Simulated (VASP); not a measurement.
Fe:

```
Fe
1.0
     0.00000    1.94174    1.96511
     1.49844    0.00000    1.96511
     1.49844    1.94174    0.00000
Fe
1
Cartesian
  0.0000 0.0000 0.0000
```

- Program: VASP 6.6.1
- Task: relaxation of cell and atoms
- Functional: PBEsol
- Potentials or basis: VASP PAW PBE potentials, release 64 (Fe)
- Cutoff: 600 eV
- k mesh: 10 × 10 × 10
- Occupations: gaussian, width 0.1 eV
- Spin: collinear spin, typed start
- Starting moments: [2.52] μB

At the start: pressure -10.6 GPa; volume 11.44 Å³/atom.

**Question.** Where does the relaxation end?

**Answer.** Over 8 steps the energy falls by 43.1 meV/atom and the volume is 10.84 Å³/atom (-5.2 %); space group Im-3m (No. 229, to 0.05 Å); moment 2.13 μB per cell.

The path:
```tsv
step	energy change (eV)	largest force (eV/Å)	pressure (GPa)	volume (Å³)
1	0.0000	0.0000	-10.63	11.44
2	-0.0046	0.0000	15.24	10.22
3	-0.0274	0.0000	1.62	10.77
4	-0.0381	0.0000	1.48	10.77
5	-0.0424	0.0000	2.02	10.75
6	-0.0426	0.0000	1.93	10.75
7	-0.0417	0.0000	-3.13	10.97
8	-0.0431	0.0000	-0.06	10.84
```

Final structure:
```
Fe
1.0
     0.00000    1.97203    1.96976
     1.39499    0.00000    1.96976
     1.39499    1.97203    0.00000
Fe
1
Direct
  0.00000 0.00000 0.00000
```

Caveat: the PAW data sets were made with another functional, which shifts forces and pressure a little.
